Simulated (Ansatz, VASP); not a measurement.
## TaC2: VASP beside Ansatz

```
CELL_PARAMETERS angstrom
0.00000 2.57915 2.57915
2.57915 0.00000 2.57915
2.57915 2.57915 0.00000
ATOMIC_POSITIONS crystal
Ta 0.00000 0.00000 0.00000
C 0.25000 0.25000 0.25000
C 0.75000 0.75000 0.75000
```

Change from the starting cell: species swapped into the LuH2 type (Fm-3m, No. 225).

Alike in both runs: task single point; functional PBE; k mesh 6 × 6 × 6; occupations gaussian, width 0.1 eV; no spin polarisation.

|  | VASP | Ansatz |
| --- | --- | --- |
| version | VASP 6.6.1 | Ansatz 0.2.0 |
| potentials or method | VASP PAW PBE potentials, release 64 (Ta_pv, C) | scalar-relativistic, plane waves, PAW |
| plane-wave cutoff (eV) | 520 | 420 |
| valence electrons in the cell | 19 | 21 |

```csv
,VASP,Ansatz,Ansatz less VASP
gap on the k mesh at the Fermi level (eV),none,none,-
pressure (GPa),-0.3,-0.8,-0.53
```

A gap of «none» marks a metal or a gap that the smearing closes. The two sets of potentials don't hold the same shells in valence.

Spin-orbit coupling is left out, which matters for the levels of Ta.
